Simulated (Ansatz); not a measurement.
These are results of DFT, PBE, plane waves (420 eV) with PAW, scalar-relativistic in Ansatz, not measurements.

An element in the diamond structure gives this curve. The cell is scaled uniformly from the relaxed one, with fractional coordinates and shape fixed. Energies are extrapolated to zero smearing, pressures are those at the given smearing. Magnetic state: spin not included.

```csv
V (Å³/atom),E − E₀ (meV/atom),P (GPa)
123.590,8.1,0.16
129.207,3.5,0.10
134.825,0.9,0.05
140.443,0.0,0.01
146.060,0.5,-0.03
151.678,2.1,-0.06
157.296,4.8,-0.09
```

Question: Which element is it?
A. lutetium
B. bismuth
C. potassium
D. rubidium

Answer: D. Its fit is V₀ = 141.18 Å³/atom, B₀ = 1.0 GPa, B₀′ = 3.4.
